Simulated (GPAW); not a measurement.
WC (Qusongite):

```
W C
1.0
     2.90650    0.00000    0.00000
    -1.45325    2.51710    0.00000
     0.00000    0.00000    2.83660
W C
1 1
Direct
  0.00000 0.00000 0.00000
  0.66667 0.33333 0.50000
```

- Program: GPAW 26.7.0
- Task: relaxation of cell and atoms
- Functional: PBEsol
- Dispersion: D3(BJ)+ATM
- Potentials or basis: PAW data sets generated in the run's folder for this functional
- Cutoff: 800 eV
- Basis: pw
- k mesh: 9 × 9 × 8
- Occupations: fermi-dirac, width 0.05 eV
- Spin: no spin polarisation

At the start: pressure -9.5 GPa; volume 10.38 Å³/atom.

Where does the relaxation end?

Over 4 steps the energy falls by 6.9 meV/atom and the volume is 10.14 Å³/atom (-2.3 %); space group P-6m2 (No. 187, to 0.05 Å).

The path:
| step | energy change (eV) | largest force (eV/Å) | pressure (GPa) | volume (Å³) |
| --- | --- | --- | --- | --- |
| 1 | 0.0000 | 0.0000 | -9.45 | 20.75 |
| 2 | -0.0113 | 0.0000 | -4.24 | 20.48 |
| 3 | -0.0137 | 0.0000 | 0.10 | 20.27 |
| 4 | -0.0137 | 0.0000 | 0.00 | 20.27 |

Final structure:
```yaml
crystal:
  lattice:
    - [2.88457, 0.00000, 0.00000]
    - [-1.44228, 2.49811, 0.00000]
    - [0.00000, 0.00000, 2.81350]
  atoms:
    - { symbol: W, position: [0.00000, 0.00000, 0.00000] }
    - { symbol: C, position: [0.66667, 0.33333, 0.50000] }
```

Caveat: later steps reuse the first step's grids; pairwise dispersion overbinds metals, which lowers pressure and volume.
